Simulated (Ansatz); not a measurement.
Response of NbH2 to small distortions

```yaml
crystal:
  lattice:
    - [0.00000, 2.28150, 2.28150]
    - [2.28150, 0.00000, 2.28150]
    - [2.28150, 2.28150, 0.00000]
  atoms:
    - { symbol: Nb, position: [0.00000, 0.00000, 0.00000] }
    - { symbol: H, position: [0.25000, 0.25000, 0.25000] }
    - { symbol: H, position: [0.75000, 0.75000, 0.75000] }
```

Atoms are numbered in the order listed.

The conventional cell has a = 4.563 Å, b = 4.563 Å, c = 4.563 Å, α = 90.00°, β = 90.00°, γ = 90.00°. Nb (atom 1) has 8 H at 1.98 Å as nearest neighbours. H (atom 2) is surrounded by 4 Nb at 1.98 Å.

The geometry is COD entry 9009022, unchecked; take it as a test cell.

Spin polarisation is left out, and whether a magnetic state lies lower isn't shown here.

The calculation used DFT, LDA, all-electron LAPW, scalar-relativistic (Ansatz 0.2.0).

Numerical set-up: a Γ-centred 15×15×15 k mesh, Fermi–Dirac smearing of 0.03 eV, basis error target 1 meV/atom, no spin polarisation.

The unchanged cell is at -8.19 GPa.

In a metal, stresses and small energies carry noise from the k mesh.

x, y and z are the Cartesian axes of the cell as listed; fractional coordinates follow a strain, and an engineering shear is twice the off-diagonal strain component.

Q: With this change (equal xy, yz and zx engineering shear strains of -2 %), what becomes of the energy and stress and forces?

A: Energy change +4 meV/atom; stress change (xx, yy, zz, yz, xz, xy) 0.25, 0.25, 0.25, 2.79, 2.79, 2.79 GPa, compression positive; change of the force on H2 (0.098, 0.098, 0.098) eV/Å.

Q: With this change (equal xy, yz and zx engineering shear strains of -1 %), what becomes of the energy and stress and forces?

A: Energy change under 1 meV/atom; stress change (xx, yy, zz, yz, xz, xy) 0.06, 0.06, 0.06, 1.32, 1.32, 1.32 GPa, compression positive; change of the force on H3 (-0.046, -0.046, -0.046) eV/Å.

Q: With this change (equal xy, yz and zx engineering shear strains of +1 %), what becomes of the energy and stress and forces?

A: Energy change under 1 meV/atom; stress change (xx, yy, zz, yz, xz, xy) 0.06, 0.06, 0.06, -1.26, -1.26, -1.26 GPa, compression positive; change of the force on H3 (0.042, 0.042, 0.042) eV/Å.

With equal xy, yz and zx engineering shear strains of +2 %: energy change +4 meV/atom; stress change (xx, yy, zz, yz, xz, xy) 0.25, 0.25, 0.25, -2.57, -2.57, -2.57 GPa, compression positive; change of the force on H2 (-0.082, -0.082, -0.082) eV/Å.
